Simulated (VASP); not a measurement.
# HfO2 under pressure and tension, part 3 of 3

How does HfO2 change with the volume? The starting structure is a measured crystal structure from the Crystallography Open Database. All runs use LDA. The equilibrium cell comes from relaxations that aren't shown. At each volume, shape and positions are relaxed as far as symmetry leaves them free.

VASP 6.6.1.

Results so far: the equilibrium volume 0.0 GPa; 0.96 of the equilibrium volume 7.3 GPa; 1.04 of the equilibrium volume -8.0 GPa; 0.92 of the equilibrium volume 14.9 GPa; 0.98 of the equilibrium volume 3.7 GPa; 1.02 of the equilibrium volume -4.0 GPa.

## (8) Relaxation at 0.9 of the equilibrium volume

Level of this step: LDA; plane waves and PAW (Hf_pv, O) (VASP).

File INCAR:

```
SYSTEM = HfO2
PREC = Accurate
ENCUT = 560
EDIFF = 1E-07
NELM = 100
ISMEAR = 0
SIGMA = 0.03
LREAL = .FALSE.
ALGO = Normal
GGA = CA
NBANDS = 56
LASPH = .TRUE.
LORBIT = 11
LWAVE = .FALSE.
LCHARG = .FALSE.
KPAR = 8
NCORE = 2
IBRION = 2
NSW = 50
ISIF = 4
EDIFFG = -0.003
```

File POSCAR:

```
HfO2
1.0
    4.8579107063      0.0000000000     -0.0245566297
    0.0000000000      4.9485689905      0.0000000000
   -0.8086296512      0.0000000000      4.9479903338
Hf O
4 8
Direct
    0.2779185438      0.0425222615      0.2079668469
    0.7220814562      0.5425222615      0.2920331531
    0.7220814562      0.9574777385      0.7920331531
    0.2779185438      0.4574777385      0.7079668469
    0.0733682657      0.3417219237      0.3369088607
    0.9266317343      0.8417219237      0.1630911393
    0.9266317343      0.6582780763      0.6630911393
    0.0733682657      0.1582780763      0.8369088607
    0.4461531119      0.7585902042      0.4819223077
    0.5538468881      0.2585902042      0.0180776923
    0.5538468881      0.2414097958      0.5180776923
    0.4461531119      0.7414097958      0.9819223077
```

File KPOINTS:

```
Automatic mesh
0
Gamma
4 4 4
0 0 0
```

The projector-augmented-wave data sets are Hf_pv and O (LDA family, release 64).

Run with:

```bash
mpirun -np 16 vasp_std
```

What it wrote:

```text
[... set-up lines as in an earlier step ...]
 entering main loop
       N       E                     dE             d eps       ncg     rms          rms(c)
DAV:   1     0.590581658337E+03    0.59058E+03   -0.53267E+04  3360   0.170E+03
DAV:   2    -0.117371848598E+03   -0.70795E+03   -0.68551E+03  4176   0.430E+02
DAV:   3    -0.151693841908E+03   -0.34322E+02   -0.34182E+02  3992   0.858E+01
DAV:   4    -0.152096659996E+03   -0.40282E+00   -0.40229E+00  4136   0.101E+01
[...]
DAV:  13    -0.131585597511E+03    0.16501E-04   -0.82696E-05  3840   0.458E-02    0.496E-02
DAV:  14    -0.131585597300E+03    0.21018E-06   -0.96456E-06  4112   0.150E-02    0.308E-02
DAV:  15    -0.131585597314E+03   -0.13939E-07   -0.82840E-07  3640   0.419E-03
   1 F= -.13158560E+03 E0= -.13158560E+03  d E =-.131586E+03
[... from here on, the cycles between the ionic steps are left out ...]
   2 F= -.13160157E+03 E0= -.13160157E+03  d E =-.159693E-01
   3 F= -.13165491E+03 E0= -.13165491E+03  d E =-.693139E-01
   5 F= -.13172738E+03 E0= -.13172738E+03  d E =-.724648E-01
   7 F= -.13186183E+03 E0= -.13186183E+03  d E =-.134458E+00
   9 F= -.13200135E+03 E0= -.13200135E+03  d E =-.139512E+00
  11 F= -.13203794E+03 E0= -.13203794E+03  d E =-.176107E+00
  13 F= -.13209860E+03 E0= -.13209860E+03  d E =-.606561E-01
  15 F= -.13213784E+03 E0= -.13213784E+03  d E =-.392395E-01
  17 F= -.13217134E+03 E0= -.13217134E+03  d E =-.335001E-01
  19 F= -.13218320E+03 E0= -.13218320E+03  d E =-.118629E-01
  21 F= -.13218606E+03 E0= -.13218606E+03  d E =-.285719E-02
  23 F= -.13218660E+03 E0= -.13218660E+03  d E =-.542105E-03
  25 F= -.13218681E+03 E0= -.13218681E+03  d E =-.210938E-03
  27 F= -.13218685E+03 E0= -.13218685E+03  d E =-.429285E-04
  29 F= -.13218686E+03 E0= -.13218686E+03  d E =-.104555E-04
  30 F= -.13218687E+03 E0= -.13218687E+03  d E =-.661781E-05
 trial-energy change:   -0.000007  1 .order   -0.000007   -0.000010   -0.000004
 step:   1.5673(harm=  1.5673)  dis= 0.00041  next Energy=  -132.186871 (dE=-0.776E-05)
 reached required accuracy - stopping structural energy minimisation
```

Wall time 2.3 min (16 MPI ranks of Intel Xeon 6975P-C (Granite Rapids), shared host); peak memory 4.5 GiB; 36 min of CPU time.

From OUTCAR (step 8):

```text
  Total       14.1351262     14.1425499     14.1511942      0.0000000      0.0000000     -0.0053347
  in kB      190.5509845    190.6510620    190.7675922      0.0000000      0.0000000     -0.0719147
  external PRESSURE =     190.6565462 kB  Pullay stress =       0.0000000 kB

 POSITION                                       TOTAL-FORCE (eV/Angst)
 -----------------------------------------------------------------------------------
      1.19096      0.19380      1.07571        -0.000534      0.000352      0.001238
      3.31784      2.75066      1.44959         0.000534      0.000352     -0.001238
      2.99605      4.91993      3.84669         0.000534     -0.000352     -0.001238
      0.86917      2.36307      3.47282        -0.000534     -0.000352      0.001238
      0.30826      1.99127      1.41348         0.000535      0.000120      0.002719
      4.20054      4.54813      1.11183        -0.000535      0.000120     -0.002719
      3.87875      3.12246      3.50893        -0.000535     -0.000120     -0.002719
     -0.01353      0.56560      3.81058         0.000535     -0.000120      0.002719
      1.81598      3.89650      2.41908        -0.000844     -0.000258      0.000370
      2.69282      1.33964      0.10623         0.000844     -0.000258     -0.000370
      2.37103      1.21723      2.50333         0.000844      0.000258     -0.000370
      1.49419      3.77409      4.81618        -0.000844      0.000258      0.000370
 -----------------------------------------------------------------------------------
    total drift:                               -0.000000      0.000000      0.000000

  FREE ENERGIE OF THE ION-ELECTRON SYSTEM (eV)
  ---------------------------------------------------
  free  energy   TOTEN  =      -132.1868694832 eV

  energy  without entropy=     -132.1868694832  energy(sigma->0) =     -132.18686948

[... 2 parts as in an earlier step ...]

[... 2 further parts left out ...]
[key lines of the parts left out:]
E-fermi :   4.2884
```

0.9 of the equilibrium volume: 9.904 Å³ an atom and a pressure of 19.07 GPa, and 4.650 eV of gap on the mesh. Further runs on this cell, not shown, give the modes Bg (9) 795.7, Bu (7) 798.4, Ag (1) 153.7 cm⁻¹.

## (9) Relaxation at 1.06 of the equilibrium volume

INCAR is that of step 8.

POSCAR: that of step 8 with these lines changed.

```diff
@@ -2,5 +2,5 @@
 1.0
-    4.8579107063      0.0000000000     -0.0245566297
-    0.0000000000      4.9485689905      0.0000000000
-   -0.8086296512      0.0000000000      4.9479903338
+    5.1302356352      0.0000000000     -0.0259332261
+    0.0000000000      5.2259760447      0.0000000000
+   -0.8539598405      0.0000000000      5.2253649497
 Hf O
```

KPOINTS is that of step 8.

Run with:

```bash
mpirun -np 16 vasp_std
```

What it wrote:

```text
[... set-up lines as in an earlier step ...]
 entering main loop
       N       E                     dE             d eps       ncg     rms          rms(c)
DAV:   1     0.570711431333E+03    0.57071E+03   -0.52345E+04  3360   0.166E+03
DAV:   2    -0.117893096693E+03   -0.68860E+03   -0.66862E+03  4232   0.415E+02
DAV:   3    -0.153449209280E+03   -0.35556E+02   -0.35401E+02  3944   0.847E+01
DAV:   4    -0.153927884029E+03   -0.47867E+00   -0.47768E+00  4176   0.107E+01
[...]
DAV:  14    -0.132629216998E+03    0.68371E-06   -0.13818E-05  4432   0.193E-02    0.382E-02
DAV:  15    -0.132629217086E+03   -0.88087E-07   -0.19115E-06  3992   0.616E-03    0.777E-03
DAV:  16    -0.132629217094E+03   -0.78680E-08   -0.73306E-08  2408   0.131E-03
   1 F= -.13262922E+03 E0= -.13262922E+03  d E =-.132629E+03
[... from here on, the cycles between the ionic steps are left out ...]
   2 F= -.13264762E+03 E0= -.13264762E+03  d E =-.184052E-01
   3 F= -.13264972E+03 E0= -.13264972E+03  d E =-.205060E-01
   5 F= -.13266779E+03 E0= -.13266779E+03  d E =-.180706E-01
   7 F= -.13268551E+03 E0= -.13268551E+03  d E =-.177132E-01
   9 F= -.13269369E+03 E0= -.13269369E+03  d E =-.817855E-02
  11 F= -.13269774E+03 E0= -.13269774E+03  d E =-.405590E-02
  13 F= -.13270274E+03 E0= -.13270274E+03  d E =-.499622E-02
  15 F= -.13270321E+03 E0= -.13270321E+03  d E =-.471090E-03
  17 F= -.13270343E+03 E0= -.13270343E+03  d E =-.222060E-03
  19 F= -.13270358E+03 E0= -.13270358E+03  d E =-.148093E-03
  21 F= -.13270362E+03 E0= -.13270362E+03  d E =-.426682E-04
  23 F= -.13270362E+03 E0= -.13270362E+03  d E =-.308833E-05
  24 F= -.13270363E+03 E0= -.13270363E+03  d E =-.199794E-05
 trial-energy change:   -0.000002  1 .order   -0.000002   -0.000005    0.000001
 step:   1.1557(harm=  1.1557)  dis= 0.00016  next Energy=  -132.703626 (dE=-0.192E-05)
 reached required accuracy - stopping structural energy minimisation
```

Wall time 1.9 min (16 MPI ranks); peak memory 4.7 GiB.

OUTCAR, selected parts (step 9):

```text
  Total      -10.2226065    -10.2278823    -10.2242935      0.0000000      0.0000000     -0.0011534
  in kB     -117.0064477   -117.0668339   -117.0257568      0.0000000      0.0000000     -0.0132019
  external PRESSURE =    -117.0330128 kB  Pullay stress =       0.0000000 kB

 POSITION                                       TOTAL-FORCE (eV/Angst)
 -----------------------------------------------------------------------------------
      1.23348      0.23142      1.08095         0.002224     -0.000359      0.001508
      3.47302      2.81938      1.49637        -0.002224     -0.000359     -0.001508
      3.03059      4.94452      4.12716        -0.002224      0.000359     -0.001508
      0.79105      2.35655      3.71175         0.002224      0.000359      0.001508
      0.01890      1.68015      1.85426         0.000790     -0.002028      0.000517
      4.68760      4.26812      0.72307        -0.000790     -0.002028     -0.000517
      4.24517      3.49578      3.35386        -0.000790      0.002028     -0.000517
     -0.42353      0.90782      4.48505         0.000790      0.002028      0.000517
      1.91116      3.91719      2.47489         0.000544      0.000452     -0.000472
      2.79533      1.32923      0.10243        -0.000544      0.000452      0.000472
      2.35291      1.25874      2.73322        -0.000544     -0.000452      0.000472
      1.46873      3.84671      5.10569         0.000544     -0.000452     -0.000472
 -----------------------------------------------------------------------------------
    total drift:                                0.000000      0.000000     -0.000000

  FREE ENERGIE OF THE ION-ELECTRON SYSTEM (eV)
  ---------------------------------------------------
  free  energy   TOTEN  =      -132.7036265001 eV

  energy  without entropy=     -132.7036265001  energy(sigma->0) =     -132.70362650

[... 2 parts as in an earlier step ...]

[... 2 further parts left out ...]
[key lines of the parts left out:]
E-fermi :   2.8905
```

1.06 of the equilibrium volume: 11.665 Å³ an atom and a pressure of -11.70 GPa, and 3.915 eV of gap on the mesh. Further runs on this cell, not shown, give the modes Bg (9) 735.1, Bu (7) 696.5, Ag (1) 112.2 cm⁻¹.

## (10) Comparison

```
                           run  volume (Å³/atom)  pressure (GPa)  gap on the mesh (eV)  Bg (9)  Bu (7)  Ag (1)  core minutes
 0.9 of the equilibrium volume             9.904           19.07                  4.65   795.7   798.4   153.7          36.5
0.92 of the equilibrium volume            10.124           14.92                 4.569   794.0   790.3   152.1          45.9
0.96 of the equilibrium volume            10.564            7.32                   4.3   792.2   772.4   145.7          29.3
0.98 of the equilibrium volume            10.785            3.69                 4.073   789.2   761.4   141.6          32.5
        the equilibrium volume            11.005            0.03                 3.933   782.9   747.4   126.9           3.2
1.02 of the equilibrium volume            11.225           -3.97                   3.9   769.7   730.5   117.3          28.8
1.04 of the equilibrium volume            11.445            -8.0                 3.902   752.5   712.8   117.2          33.3
1.06 of the equilibrium volume            11.665           -11.7                 3.915   735.1   696.5   112.2          30.9
```

Modes are in cm⁻¹ and matched by symmetry and order, imaginary ones as negative numbers. A number in brackets counts the listed modes of one symmetry from the lowest. The symmetry labels come from an automatic analysis and can be wrong where levels nearly coincide. Core minutes are wall time times ranks of the run shown, on a shared host.

## (11) Outcome

| Property | Result |
| --- | --- |
| pressure at 0.9 of the equilibrium volume | 19.07 GPa |
| pressure at 0.92 of the equilibrium volume | 14.92 GPa |
| pressure at 0.96 of the equilibrium volume | 7.32 GPa |
| pressure at 0.98 of the equilibrium volume | 3.69 GPa |
| pressure at the equilibrium volume | 0.03 GPa |
| pressure at 1.02 of the equilibrium volume | -3.97 GPa |
| pressure at 1.04 of the equilibrium volume | -8.00 GPa |
| pressure at 1.06 of the equilibrium volume | -11.70 GPa |

In words: Between 0.9 of the equilibrium volume and 1.06 of the equilibrium volume the pressure on HfO2 goes from 19.1 to -11.7 GPa. The gap on the mesh doesn't change in one direction: 4.65, 4.57, 4.30, 4.07, 3.93, 3.90, 3.90, 3.91 eV. Semilocal functionals give gaps that are too small, spin-orbit coupling is left out, and the mesh may miss the true band edges, by more at some strains than at others. Where bands change their order, the gap's trend can turn. The Bg (9) mode goes from 796 to 735 cm⁻¹, a mean mode Grüneisen parameter of 0.5. The Bu (7) mode goes from 798 to 697 cm⁻¹, a mean mode Grüneisen parameter of 0.8. The Ag (1) mode goes from 154 to 112 cm⁻¹, a mean mode Grüneisen parameter of 1.9. The frequencies are harmonic, and the splitting of polar modes by their long-range field is left out. Further runs on this material are not shown.

[Lines on the potential files, build, host, timing and source positions are cut from VASP's logs without a mark.]

[Logs are printed without paths, hosts, clocks, repeated set-up lines and the standing remarks that a program may print on its own settings, such as how far it seeks lower states.]

[Hosts, paths, dates, database ids (printed as entryN), source tags and the programs' standing remarks are cut or masked in the printed files.]
